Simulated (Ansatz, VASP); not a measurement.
Ta in VASP and in Ansatz

The input INCAR:

```
ALGO = Normal ; EDIFF = 1E-6
ENCUT = 520 ; GGA = PE
ISIF = 2 ; ISMEAR = 0
LASPH = True ; LCHARG = False
LREAL = False ; LWAVE = False
NBANDS = 12 ; NELM = 80
PREC = Accurate ; SIGMA = 0.05
```

File KPOINTS:

```
k-points
0
Gamma
  18 18 18
```

The input POSCAR:

```
Ta
1.0
   -1.6512800000      1.6512800000      1.6512800000
    1.6512800000     -1.6512800000      1.6512800000
    1.6512800000      1.6512800000     -1.6512800000
Ta
1
Direct
    0.0000000000      0.0000000000      0.0000000000
```

Input for Ansatz:

```yaml
crystal:
  lattice:
    - [-1.65128, 1.65128, 1.65128]
    - [1.65128, -1.65128, 1.65128]
    - [1.65128, 1.65128, -1.65128]
  atoms:
    - { symbol: Ta, position: [0.0, 0.0, 0.0] }
basis:
  ecutwfc: 420
  ecutrho_ratio: 4
kpoints:
  mp_grid: { grid: [18, 18, 18] }
hamiltonian:
  xc: pbe
scf:
  occupations: { method: gaussian, width: 0.05 }
output:
  forces: true
  stress: true
  eigenvalues: true
```

Alike in both runs: task single point; functional PBE; k mesh 18 × 18 × 18; occupations gaussian, width 0.05 eV; no spin polarisation.

```csv
,VASP,Ansatz
version,VASP 6.6.1,Ansatz 0.2.0
potentials or method,"VASP PAW PBE potentials, release 64 (Ta_pv)","scalar-relativistic, plane waves, PAW"
plane-wave cutoff (eV),520,420
valence electrons in the cell,11,13
```

```csv
,VASP,Ansatz,Ansatz less VASP
gap on the k mesh at the Fermi level (eV),none,none,-
pressure (GPa),3.1,3.0,-0.11
```

A gap of «none» marks a metal or a gap that the smearing closes. The two sets of potentials don't hold the same shells in valence.

The runs have no spin-orbit coupling, so splittings on Ta are missing.
